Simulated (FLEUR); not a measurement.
In: equation of state with r2SCAN

The system is In.

```xyz
1
Lattice="-1.6255 1.6255 2.4737 1.6255 -1.6255 2.4737 1.6255 1.6255 -2.4737" Properties=species:S:1:pos:R:3 pbc="T T T"
In    0.0000    0.0000    0.0000
```

```
Program             : FLEUR MaX-R8.1 (later development tree)
Task                : equation of state
Functional          : r2SCAN
Potentials or basis : all-electron
Basis               : FLAPW
Kmax                : 4.1 1/bohr
k mesh              : 11 × 11 × 11
Occupations         : fermi-dirac, width 0.05 eV
Spin                : no spin polarisation
```

The equilibrium volume is 26.32 Å³/atom and the bulk modulus at fixed shape and positions is 42 GPa.

Energy against volume, from the lowest point:
| volume (Å³/atom) | energy (meV/atom) |
| --- | --- |
| 24.575 | 17.18 |
| 25.098 | 8.00 |
| 26.144 | 0.00 |
| 27.189 | 3.32 |
| 27.712 | 8.42 |

Caveat: the meta-GGA is that of a development version, with a GGA for the radial functions and cores and without core tails; the cell was scaled at fixed shape and fractional positions, which overstates the stiffness of a crystal with free parameters, most of all of layers and chains.
